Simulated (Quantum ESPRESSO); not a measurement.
HgTe (Coloradoite): equation of state with PBEsol

**Experimental background.**

A printed reference work, monograph reports, for a bulk crystal of HgTe: bulk modulus 43 GPa.

The system is HgTe (Coloradoite).

```
Hg Te
1.0
     0.00000    3.21450    3.21450
     3.21450    0.00000    3.21450
     3.21450    3.21450    0.00000
Hg Te
1 1
Direct
  0.00000 0.00000 0.00000
  0.75000 0.75000 0.75000
```

| Quantity | Value |
| --- | --- |
| Program | Quantum ESPRESSO 7.5 |
| Task | equation of state |
| Functional | PBEsol |
| Potentials or basis | GBRV 1.5 PBEsol |
| Cutoff | 612 eV |
| Density cutoff | 4898 eV |
| k mesh | 7 × 7 × 7 |
| Occupations | fermi-dirac, width 0.05 eV |
| Spin | no spin polarisation |
| Mixing beta | 0.5 |
| Most SCF iterations | 120 |
| SCF threshold | 4e-10 Ry |

```json
{
  "Equilibrium volume": "34.78 Å³/atom",
  "Bulk modulus": "42 GPa",
  "Pressure derivative of the bulk modulus": "5.2"
}
```

Energy against volume, from the lowest point:
```tsv
volume (Å³/atom)	energy (meV/atom)
31.223	59.99
31.887	37.91
32.551	21.47
33.215	10.03
33.880	3.04
34.544	0.00
35.208	0.46
```

All runs of the series together: 68 s on 2 threads of Arm Neoverse V2 (shared host).

Against the measured bulk modulus of HgTe, 43 GPa (a printed reference work, monograph), the calculated 42 GPa is off by -1.6 %. The fit is for a static lattice scaled at fixed shape and fixed fractional positions.

The run has no spin-orbit coupling, so splittings on Hg, Te are missing.
